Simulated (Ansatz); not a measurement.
SiNi: hydrostatic pressure series

The calculation used Ansatz 0.2.0, DFT PBEsol, scalar-relativistic, plane waves, PAW. Run with 420 eV cutoff, 14×12×10 k-mesh, Gaussian smearing of 0.10 eV, no spin polarisation.

The relaxed crystal:

```xyz
4
Lattice="2.9948 0.0000 0.0000 0.0000 3.2346 0.0000 0.0000 0.0000 4.6725" Properties=species:S:1:pos:R:3 pbc="T T T"
Si    1.4974    1.6173    3.9371
Si    0.0000    0.0000    0.7354
Ni    1.4974    1.6173    1.6040
Ni    0.0000    0.0000    3.0684
```

Cell and atoms are relaxed at each pressure within the symmetry of the start, at zero temperature, so transitions that lower the symmetry aren't seen. The k-mesh given is that at zero pressure and may differ at others. a, b and c are the lengths of the cell vectors above. The axial ratios are soft, so the single lengths don't run smoothly.

```
P (GPa) V (Å³/atom) V/V0  a (Å) b (Å) c (Å)
     -1        11.38  1.005  3.003  3.239  4.677
      0        11.32  1.000  2.995  3.235  4.672
      1        11.26  0.995  2.984  3.232  4.668
      4        11.07  0.979  2.928  3.248  4.657
     12        10.65  0.941  2.815  3.270  4.628
     25        10.14  0.896  2.739  3.237  4.575
     50         9.42  0.833  2.621  3.199  4.496
     90         8.65  0.765  2.512  3.133  4.399
```

Question: What bulk modulus and pressure derivative fit these points?

Answer: A third-order Birch–Murnaghan fit gives B0 = 175 GPa and B0' = 4.8.

Question: Which cell vector or vectors give way most up to 90 GPa?

Answer: a: the changes are a -16.1 %, b -3.2 %, c -5.9 %.

This form isn't the usual stable structure of the compound.